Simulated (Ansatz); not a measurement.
Method: DFT PBE, scalar-relativistic, plane waves, PAW in Ansatz 0.2.0. Settings: cutoff 420 eV, Γ-centred meshes spaced at most about 0.3 Å⁻¹, and about 0.25 Å⁻¹ or finer for metals (2π included), Gaussian smearing. No spin polarisation.

These are static total energies at zero pressure.

Question: Order these relaxed structures of Zn₂Si₃N by energy, lowest first, with the energy over the lowest of them.
A.

```
CELL_PARAMETERS angstrom
2.79301 0.00000 0.00000
-1.39650 2.41882 0.00000
0.00000 0.00000 11.71312
ATOMIC_POSITIONS crystal
Zn 0.33333 0.66667 0.69491
Zn 0.66667 0.33333 0.30509
Si 0.33333 0.66667 0.11333
Si 0.66667 0.33333 0.88667
Si 0.00000 0.00000 0.50000
N 0.00000 0.00000 0.00000
```

B.

```
CELL_PARAMETERS angstrom
2.80794 1.62117 3.06318
-2.80794 1.62117 3.06318
0.00000 -3.24233 3.06318
ATOMIC_POSITIONS crystal
Zn 0.62687 0.62687 0.62687
Zn 0.37313 0.37313 0.37313
Si 0.00000 0.50000 0.00000
Si 0.50000 0.00000 0.00000
Si 0.00000 0.00000 0.50000
N 0.00000 0.00000 0.00000
```

C.

```
CELL_PARAMETERS angstrom
5.06543 0.00000 0.00000
0.00000 5.06543 0.00000
0.00000 0.00000 4.20364
ATOMIC_POSITIONS crystal
Zn 0.50000 0.00000 0.00000
Zn 0.00000 0.50000 0.00000
Si 0.50000 0.50000 0.50000
Si 0.50000 0.50000 0.00000
Si 0.00000 0.00000 0.00000
N 0.00000 0.00000 0.50000
```

Answer: A (0 meV/atom), B (245 meV/atom), C (673 meV/atom). Forms: A P-3m1; B R-3m; C P4/mmm. Counting Si or Zn atoms around N (for each partner element, those within 1.25 times its shortest distance or 1.15 times the sum of covalent radii, where it is the nearest in units of that sum or under 1.3; the shortest distance is added where it exceeds 1.18 times the sum of covalent radii): A has N 6; B has N 6 from 2.2 Å; C has N 2. C holds Si–Si chains (shortest 2.10 Å) (bonds between like non-metal atoms; other contacts aren't counted). All come from invented guesses. Even the lowest of the cells shown lies +0.37 eV/atom against the elements.

Cells relaxed within their symmetry can be saddle points. Some types were kept out of the candidates beforehand, so the set may lack a known form.
